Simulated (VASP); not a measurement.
GaN, 4 atoms in the cell. Symmetry: P6_3mc, No. 186, hexagonal system. The conventional cell has a = 3.217 Å, b = 3.217 Å, c = 5.242 Å, α = 90.00°, β = 90.00°, γ = 120.00°. Around Ga (site symmetry 3m) lie 4 N at 1.97 Å. N (site symmetry 3m) is surrounded by 4 Ga at 1.97 Å. The cell is a database's computed one.

* Program: VASP 6.6.1
* Task: band structure
* Functional: LDA
* Potentials or basis: VASP PAW LDA potentials, release 64 (Ga_d, N)
* Cutoff: 450 eV
* k mesh: 12 × 12 × 8
* Occupations: gaussian, width 0.02 eV
* Spin: no spin polarisation
* Further INCAR settings: ALGO = Fast; EDIFF = 1e-06

Potentials or basis: VASP PAW LDA potentials, release 64 (Ga_d, N).

Command:

```console
$ cat potpaw_LDA.64/Ga_d/POTCAR potpaw_LDA.64/N/POTCAR > POTCAR
$ mpirun -np 4 vasp_std > vasp.out
```

Hardware: 4 MPI ranks on Intel(R) Xeon(R) Platinum 8488C (Sapphire Rapids) (shared host).

Question: Estimate the wall time of this run.

Answer: Wall time 25 s on 4 MPI ranks on Intel(R) Xeon(R) Platinum 8488C (Sapphire Rapids), with other jobs on the host, peak memory 0.22 GiB a rank. Counts: scf iterations 36, k points 95.
